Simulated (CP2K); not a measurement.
FeO (Wuestite) under changes of volume

One of the cells (10.013 Å³/atom); the others are scaled copies at fixed shape and fractional positions:

```
CELL_PARAMETERS angstrom
3.04820 0.00000 0.00000
1.52410 2.63982 0.00000
1.52410 0.87994 2.48884
ATOMIC_POSITIONS crystal
Fe 0.00000 0.00000 0.00000
O 0.50000 0.50000 0.50000
```

- Program: CP2K 2026.2
- Functional: PBEsol
- Potentials or basis: POTENTIAL_UZH Fe GTH-PBE-q16, O GTH-PBE-q6; TZVP-MOLOPT-PBE-GTH basis
- Density cutoff: 8163 eV
- k mesh: 11 × 11 × 11
- Occupations: fermi-dirac, width 0.05 eV
- Spin: collinear spin, ferromagnetic start
- Starting moments: [3.0, 0.0] μB

```tsv
volume (Å³/atom)	energy over the lowest point (meV/atom)	pressure (GPa)
9.413	3.01	4.8
9.613	0.00	0.2
9.813	2.44	-3.9
10.013	9.76	-7.6
10.214	?	?
10.414	37.02	-13.8
10.614	55.98	-16.3
```

Q: What does the run at 10.214 Å³/atom give?

A: Energy over the lowest point 21.45 meV/atom; pressure -10.9 GPa.

Worked out: A Birch-Murnaghan fit of order 3 (a polynomial in V^(-2/3)) to the other rows has its minimum at 9.62 Å³/atom with B0 = V·E''(V) = 210 GPa and B' = 4.6. It gives 21.48 meV/atom at 10.214 Å³/atom, against the run's 21.45, and -dE/dV = -11.0 GPa, against -10.9.

Energies are extrapolated to zero smearing.

Caveats: the potentials were made for another functional, which shifts forces and pressure; the basis of atomic orbitals isn't converged, which shifts pressures, moduli and gaps; the total moment is fixed, so each spin has its own Fermi level; a cell with one magnetic atom can't hold antiferromagnetic order, which such compounds often take.
